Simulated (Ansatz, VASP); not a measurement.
# Two plane-wave programs on CdF2

INCAR

```
PREC = Accurate
ENCUT = 600
EDIFF = 1E-6
ISMEAR = -1
SIGMA = 0.05
LREAL = F
LASPH = T
NELM = 100
ALGO = Normal
ISIF = 3
LWAVE = F
LCHARG = F
GGA = B5
ALDAX = 1.0
AGGAX = 1.0
AGGAC = 1.0
ALDAC = 0.0
IBRION = 2
NSW = 60
EDIFFG = -0.01
```

KPOINTS

```
regular mesh
0
Gamma
  9 9 9
```

Contents of POSCAR:

```
CdF2
1.0
    0.0000000000      2.6940000000      2.6940000000
    2.6940000000      0.0000000000      2.6940000000
    2.6940000000      2.6940000000      0.0000000000
Cd F
1 2
Direct
    0.0000000000      0.0000000000      0.0000000000
    0.7500000000      0.7500000000      0.7500000000
    0.2500000000      0.2500000000      0.2500000000
```

Contents of input.yaml:

```yaml
crystal:
  lattice:
    - [0.0, 2.694, 2.694]
    - [2.694, 0.0, 2.694]
    - [2.694, 2.694, 0.0]
  atoms:
    - { symbol: Cd, position: [0.0, 0.0, 0.0] }
    - { symbol: F, position: [0.75, 0.75, 0.75] }
    - { symbol: F, position: [0.25, 0.25, 0.25] }
hamiltonian:
  xc: blyp
  pseudopotentials: { kind: paw }
kpoints:
  mp_grid: { grid: [9, 9, 9] }
scf:
  occupations: { method: fermi_dirac, width: 0.05 }
output:
  forces: true
  stress: true
relax:
  f_tol: 0.01
  max_steps: 40
  cell: { stress_tol: 0.05 }
```

Alike in both runs: task relaxation of cell and atoms; functional BLYP; k mesh 9 × 9 × 9; occupations fermi-dirac, width 0.05 eV; no spin polarisation.

|  | VASP | Ansatz |
| --- | --- | --- |
| version | VASP 6.6.1 | Ansatz 0.2.0 |
| potentials or method | VASP PAW PBE potentials, release 64 (Cd, F) | Ansatz PAW |
| plane-wave cutoff (eV) | 600 | 420 |
| valence electrons in the cell | 26 | 34 |

Ansatz gave:

| Quantity | Value |
| --- | --- |
| relaxed volume (Å³/atom) | 14.11 |
| relaxed cell length with the largest relative difference (Å) | 3.912 |
| energy change over the relaxation (meV/atom) | -27 |

Question: Estimate VASP's values.

Answer: Relaxed volume (Å³/atom): 14.20; relaxed cell length with the largest relative difference (Å): 3.920; energy change over the relaxation (meV/atom): -31.

The two sets of potentials don't hold the same shells in valence.

Caveats: the PAW data sets were made with another functional, which shifts forces and pressure a little (VASP); an odd mesh through Γ misses points on the zone boundary, where band edges often lie (VASP); odd divisions of the mesh miss points on the zone boundary, where band edges often lie, so the gap on the mesh can be too wide (Ansatz); the plane-wave basis is chosen anew once the cell has moved, so the energies of steps on either side of that aren't comparable (Ansatz); the pressure holds a Pulay correction of +0.8 GPa for the finite cutoff (Ansatz); the PAW data sets come from PBE, with cores solved anew for the run's functional, which leaves a small shift of forces and pressure (Ansatz). Zero-point motion and thermal expansion aren't in these numbers. Expect the measured gap to be larger: semilocal functionals such as BLYP lack the derivative discontinuity.
